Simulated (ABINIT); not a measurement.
Runs of ABINIT 10.8.3 (patched build) on Li. The structure is cubic, space group Im-3m (No. 229). Conventional cell: a = 3.509 Å, b = 3.509 Å, c = 3.509 Å, α = 90.00°, β = 90.00°, γ = 90.00°. Li (site symmetry m-3m) is surrounded by 8 Li at 3.04 Å. 

| task | level | potentials or basis | cell | k mesh | smearing | cell freedom (optcell) | optimiser (ionmov) | cutoff smearing ecutsm (Ha) | force stop (Ha/bohr) | stop of the response cycle (tolvrs) | gap on the mesh (eV) | pressure (GPa) | relaxed volume (Å³/atom) |
| --- | --- | --- | --- | --- | --- | --- | --- | --- | --- | --- | --- | --- | --- |
| relaxation of cell and atoms | PBEsol | PseudoDojo NC SR PBEsol v0.4.1 standard | relaxed | 8 × 8 × 8 | fermi-dirac 0.05 eV | 2 | 2 | 0.5 | 2e-05 | - | none | 0.0 | 20.33 |
| phonon dispersion | PBE | PseudoDojo NC SR PBE v0.4.1 standard | cell relaxed at zero pressure by an earlier run | 10 × 10 × 10 | fermi-dirac 0.1 eV | - | - | 0.5 | - | 1e-10 | none | 0.0 | - |
| phonons at a zone-boundary q | PBEsol | PseudoDojo NC SR PBEsol v0.4.1 standard | cell relaxed at zero pressure by an earlier run | 12 × 12 × 12 | fermi-dirac 0.136 eV | - | - | 0.5 | - | 1e-09 | none | 0.0 | - |
| single point | PBEsol | PseudoDojo NC SR PBEsol v0.4.1 standard | cell relaxed | 8 × 8 × 8 | fermi-dirac 0.05 eV | - | - | - | - | - | none | 0.0 | - |
| relaxation of cell and atoms | PBE | PseudoDojo NC SR PBE v0.4.1 standard | relaxed | 8 × 8 × 8 | fermi-dirac 0.05 eV | 2 | 2 | 0.5 | 2e-05 | - | none | 0.0 | (a) |
| single point | PBE | PseudoDojo NC SR PBE v0.4.1 standard | cell relaxed | 8 × 8 × 8 | fermi-dirac 0.05 eV | - | - | - | - | - | none | 0.0 | - |

Alike in all rows: no spin polarisation; cutoff (eV) 1007.

Task: Fill in the values left out.

Result: (a) 20.36.

A gap of «none» marks a metal or a gap under the smearing width.
